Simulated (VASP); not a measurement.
Input of a VASP 6.6.1 run:

File POSCAR:

```
GaAs
1.0
    0.0000000000      2.8268500000      2.8268500000
    2.8268500000      0.0000000000      2.8268500000
    2.8268500000      2.8268500000      0.0000000000
Ga As
1 1
Direct
    0.0000000000      0.0000000000      0.0000000000
    0.2500000000      0.2500000000      0.2500000000
```

Contents of INCAR.step1:

```
SYSTEM = GaAs
PREC = Accurate
ENCUT = 600
EDIFF = 1E-8
ISMEAR = 0
SIGMA = 0.02
LREAL = .FALSE.
LASPH = .TRUE.
NELM = 100
ALGO = Normal
ISIF = 3
LWAVE = .FALSE.
LCHARG = .FALSE.
METAGGA = R2SCAN
LMIXTAU = .TRUE.
IBRION = 2
NSW = 40
EDIFFG = -0.002
```

Contents of INCAR.step2:

```
SYSTEM = GaAs
PREC = Accurate
ENCUT = 600
EDIFF = 1E-8
ISMEAR = 0
SIGMA = 0.02
LREAL = .FALSE.
LASPH = .TRUE.
NELM = 100
ALGO = Normal
ISIF = 3
LWAVE = .FALSE.
LCHARG = .FALSE.
METAGGA = R2SCAN
LMIXTAU = .TRUE.
IBRION = 6
NFREE = 2
POTIM = 0.015
NSW = 1
```

File KPOINTS:

```
regular mesh
0
G
  8 8 8
  0 0 0
```

Potentials or basis: VASP PAW PBE potentials, release 64 (Ga_d, As).

Run with:

```bash
$ cat potpaw_PBE.64/Ga_d/POTCAR potpaw_PBE.64/As/POTCAR > POTCAR
$ cp INCAR.step1 INCAR
$ mpirun -np 1 vasp_std > vasp.out
$ cp CONTCAR POSCAR
$ cp INCAR.step2 INCAR
$ mpirun -np 1 vasp_std > vasp.out
```

Task: Predict the elastic constants C11, C12, C44.

Result: 117, 50, 60 GPa.

Task: Predict the Voigt bulk modulus.

Result: 72 GPa.

Task: Predict the relaxed cell.

Result: a = 4.008 Å, b = 4.008 Å, c = 4.008 Å, α = 60.00°, β = 60.00°, γ = 60.00°.

Task: What does it give for the space group after relaxing (to 0.05 Å)?

Result: F-43m (No. 216).

Task: Predict the highest phonon frequency at Γ, LO-TO splitting left out.

Result: 265 cm⁻¹.

Clamped-ion elastic tensor (GPa):
```
117  50  50   0   0   0
 50 117  50   0   0   0
 50  50 117   0   0   0
  0   0   0  78   0   0
  0   0   0   0  78   0
  0   0   0   0   0  78
```

Caveat: the PAW data sets were made with another functional, which shifts forces and pressure a little.
